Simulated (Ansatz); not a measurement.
## Nb in Ansatz: the effect of functional

Nb:

```
Nb
1.0
     2.71964    0.00000    0.00000
     0.00000    2.71964    0.00000
     0.00000    0.00000    2.71964
Nb
1
Direct
  0.50000 0.50000 0.50000
```

The cell was built by a generator and needn't be a form met in nature.

Alike in all runs:

- Program: Ansatz 0.2.0
- Task: band structure
- Potentials or basis: Ansatz PAW
- k mesh: 6 × 6 × 6
- Occupations: fermi-dirac, width 0.05 eV
- Spin: no spin polarisation

```csv
functional,cutoff,pressure (GPa)
LDA,420 eV (not typed: the program's choice for these potentials),-5.3
PBEsol,420 eV (not typed: the program's choice for these potentials),?
r2SCAN,500 eV (not typed: the program's choice for these potentials),1.4
```

Q: What does the run with functional PBEsol give?

A: Pressure -2.1 GPa.

Caveats: all runs use coarse meshes; the PAW data sets come from PBE, with cores solved anew for the run's functional, which leaves a small shift of forces and pressure.

Runs at the PBE level aren't shown here.
